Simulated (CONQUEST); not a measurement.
# Pt under changes of volume

One of the cells (15.080 Å³/atom); the others are scaled copies at fixed shape and fractional positions:

```xyz
2
Lattice="2.7731 0.0000 0.0000 0.0000 2.7731 0.0000 0.0000 0.0000 3.9218" Properties=species:S:1:pos:R:3 pbc="T T T"
Pt    0.0000    0.0000    0.0000
Pt    1.3866    1.3866    1.9609
```

* Program: CONQUEST 1.3
* Functional: PBE
* Potentials or basis: PseudoDojo NC PBE, SZP, grid of 32 × 32 × 40 points
* k mesh: 10 × 10 × 7
* Occupations: fermi-dirac, width 0.05 eV
* Spin: no spin polarisation

```csv
volume (Å³/atom),energy over the lowest point (meV/atom),pressure (GPa)
14.175,?,?
14.477,158.23,35.6
14.778,100.24,26.7
15.080,57.13,19.5
15.381,27.12,13.0
15.683,8.27,7.4
15.985,0.00,1.8
```

Question: What does the run at 14.175 Å³/atom give?

Answer: Energy over the lowest point 234.00 meV/atom; pressure 45.1 GPa.

Worked out: A Birch-Murnaghan fit of order 3 (a polynomial in V^(-2/3)) to the other rows has its minimum at 16.12 Å³/atom, just outside them, with B0 = V·E''(V) = 240 GPa and B' = 5.8. It gives 233.08 meV/atom at 14.175 Å³/atom, against the run's 234.00, and -dE/dV = 44.6 GPa, against 45.1.

Energies are extrapolated to zero smearing.

Caveats: the atomic basis is small; the basis of atomic orbitals isn't converged, which shifts pressures, moduli and gaps; the real-space grid breaks the cell's symmetry a little.
